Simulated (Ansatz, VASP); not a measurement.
## NaH in VASP and in Ansatz

```
Na H
1.0
     3.95328    0.00000    0.00000
    -1.97664    3.42364    0.00000
     0.00000    0.00000    4.82829
Na H
2 2
Direct
  0.33333 0.66667 0.93750
  0.66667 0.33333 0.43750
  0.33333 0.66667 0.43750
  0.66667 0.33333 0.93750
```

Alike in both runs: task single point; functional r2SCAN; k mesh 6 × 6 × 4; no spin polarisation.

```csv
,VASP,Ansatz
version,VASP 6.6.1,Ansatz 0.2.0
potentials or method,"VASP PAW PBE potentials, release 64 (Na_pv, H)","plane waves, PAW"
plane-wave cutoff (eV),520,500
occupations,"gaussian, width 0.01 eV",fixed
valence electrons in the cell,16,20
```

Ansatz gave:

```
gap on the k mesh at the Fermi level (eV) : 3.67
pressure (GPa)                            : 0.0
```

Problem. What did VASP give for the same quantities?

Solution. gap on the k mesh at the Fermi level (eV): 3.68; pressure (GPa): -0.1.

The two sets of potentials don't hold the same shells in valence. Ansatz warned: «structure_snapped_to_symmetry».

Caveats: the PAW data sets were made with another functional, which shifts forces and pressure a little (VASP). A k mesh can miss the band edges.
